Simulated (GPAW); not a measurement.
BaTiO3:

```
CELL_PARAMETERS angstrom
2.82737 1.63238 2.31839
-2.82737 1.63238 2.31839
0.00000 -3.26476 2.31839
ATOMIC_POSITIONS crystal
Ba 0.00000 0.00000 0.00000
Ti 0.48450 0.48450 0.48450
O 0.50860 0.01750 0.50860
O 0.01750 0.50860 0.50860
O 0.50860 0.50860 0.01750
```

Base run:

```yaml
Program: GPAW 26.7.0
Functional: PBEsol
Potentials_or_basis: PAW data sets generated in the run's folder for this functional
Cutoff: 600 eV
Basis: pw
k_mesh: 6 × 6 × 6
Occupations: fermi-dirac, width 0.001 eV
Spin: no spin polarisation
```

Its results: band gap on the k mesh 2.37 eV, indirect (least direct gap 2.75 eV); electronic dielectric tensor (diagonal) 5.55, 5.55, 5.12.

The run is repeated on the same cell with these changes: functional from PBEsol to GLLB-SC; potentials or basis from PAW data sets generated in the run's folder for this functional to the program's PAW data sets (release 1.2.1) made for this functional. What comes out?

Band gap on the k mesh, kohn-sham part alone 3.50 eV, indirect (least direct gap 3.74 eV); electronic dielectric tensor (diagonal) 4.22, 4.22, 3.97.

Caveats: the long-wavelength limit can be off by several per cent where d states take part; spin-orbit coupling is left out, which moves the levels of the heavy elements; a model potential gives levels but no total energy (some runs); response on these states lacks terms of the Hamiltonian (some runs).

A k mesh can miss the band edges.
